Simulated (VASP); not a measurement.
A run of VASP 6.6.1:

INCAR

```
SYSTEM = CaS
ALGO = Normal ; EDIFF = 1E-6
ENCUT = 520 ; GGA = PS
ISIF = 2 ; ISMEAR = 0
LASPH = .TRUE. ; LCHARG = .FALSE.
LREAL = .FALSE. ; LWAVE = .FALSE.
NBANDS = 15 ; NELM = 100
PREC = Accurate ; SIGMA = 0.05
```

File KPOINTS:

```
k-points
0
G
  8 8 8
  0 0 0
```

Contents of POSCAR:

```
CaS
1.0
    0.0000000000      2.8430000000      2.8430000000
    2.8430000000      0.0000000000      2.8430000000
    2.8430000000      2.8430000000      0.0000000000
Ca S
1 1
Direct
    0.0000000000      0.0000000000      0.0000000000
    0.5000000000      0.5000000000      0.5000000000
```

Potentials or basis: VASP PAW PBE potentials, release 64 (Ca_sv, S).

Launch:

```console
$ cat potpaw_PBE.64/Ca_sv/POTCAR potpaw_PBE.64/S/POTCAR > POTCAR
$ mpirun -np 1 vasp_std > vasp.out
```

Hardware: 1 thread of AMD EPYC 9R14 (Zen 4), on a shared host.

Q: Estimate the wall time of this run.

A: Run time: 12 s on 1 thread of AMD EPYC 9R14 (Zen 4), with other jobs on the host, peak memory 0.14 GiB. Counts: scf iterations 12, k points 29.
